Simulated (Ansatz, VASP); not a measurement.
**LiF: VASP beside Ansatz**

INCAR

```
PREC     = Accurate       # precision mode
ENCUT    = 520            # plane-wave cutoff, eV
EDIFF    = 1E-7           # SCF threshold, eV
ISMEAR   = 0              # smearing method
SIGMA    = 0.05           # smearing width, eV
LREAL    = False          # projectors in reciprocal space
LASPH    = True           # aspherical terms in the spheres
NELM     = 60             # most SCF steps
ALGO     = Normal         # electronic algorithm
ISIF     = 2              # what is computed and relaxed
LWAVE    = False          # write WAVECAR
LCHARG   = False          # write CHGCAR
GGA      = PE             # functional
NBANDS   = 12             # bands
```

Contents of KPOINTS:

```
regular mesh
0
Gamma
  10 10 10
```

File POSCAR:

```
LiF
1.0
    0.0000000000      2.0643500000      1.9636500000
    2.0643500000      0.0000000000      1.9636500000
    2.0643500000      2.0643500000      0.0000000000
Li F
1 1
Direct
    0.0000000000      0.0000000000      0.0000000000
    0.5000000000      0.5000000000      0.5000000000
```

Input for Ansatz:

```yaml
crystal:
  lattice:
    - [0.0, 2.06435, 1.96365]
    - [2.06435, 0.0, 1.96365]
    - [2.06435, 2.06435, 0.0]
  atoms:
    - { symbol: Li, position: [0.0, 0.0, 0.0] }
    - { symbol: F, position: [0.5, 0.5, 0.5] }
basis:
  ecutwfc: 420
kpoints:
  mp_grid: { grid: [10, 10, 10] }
hamiltonian:
  xc: pbe
scf:
  occupations: { method: gaussian, width: 0.05 }
output:
  forces: true
  stress: true
  eigenvalues: true
```

Change from the starting cell: strain +0.025 along x and y, -0.025 along z, atoms carried along.

Alike in both runs: task single point; functional PBE; k mesh 10 × 10 × 10; occupations gaussian, width 0.05 eV; no spin polarisation.

```csv
,VASP,Ansatz
version,VASP 6.6.1,Ansatz 0.2.0
potentials or method,"VASP PAW PBE potentials, release 64 (Li_sv, F)","scalar-relativistic, plane waves, PAW"
plane-wave cutoff (eV),520,420
valence electrons in the cell,10,10
```

|  | VASP | Ansatz | Ansatz less VASP |
| --- | --- | --- | --- |
| gap on the k mesh at the Fermi level (eV) | 8.83 | 8.83 | 0.000 |
| least direct gap on the mesh (eV) | 8.83 | 8.83 | 0.000 |

The functional is the same, so the differences come from potentials, cutoffs and numerics.

 A k mesh can miss the band edges.
